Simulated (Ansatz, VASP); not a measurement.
Zn: VASP beside Ansatz

```
CELL_PARAMETERS angstrom
2.64080 0.00000 0.00000
-1.32040 2.28700 0.00000
0.00000 0.00000 5.06606
ATOMIC_POSITIONS crystal
Zn 0.33333 0.66667 0.25000
Zn 0.66667 0.33333 0.75000
```

Alike in both runs: functional PBE; k mesh 18 × 18 × 8; occupations fermi-dirac, width 0.15 eV; no spin polarisation.

Ansatz relaxed the structure, and its values are those at the end. VASP's run is a single point on that final structure, the one shown.

```csv
,VASP,Ansatz
version,VASP 6.6.1,Ansatz 0.2.0
potentials or method,"VASP PAW PBE potentials, release 64 (Zn)","scalar-relativistic, plane waves, PAW"
plane-wave cutoff (eV),520,600
valence electrons in the cell,24,24
```

```csv
,VASP,Ansatz,Ansatz less VASP
gap on the k mesh at the Fermi level (eV),none,none,-
pressure (GPa),0.3,0.0,-0.34
```

A gap of «none» marks a metal or a gap that the smearing closes. The functional is the same, so the differences come from potentials, cutoffs and numerics.
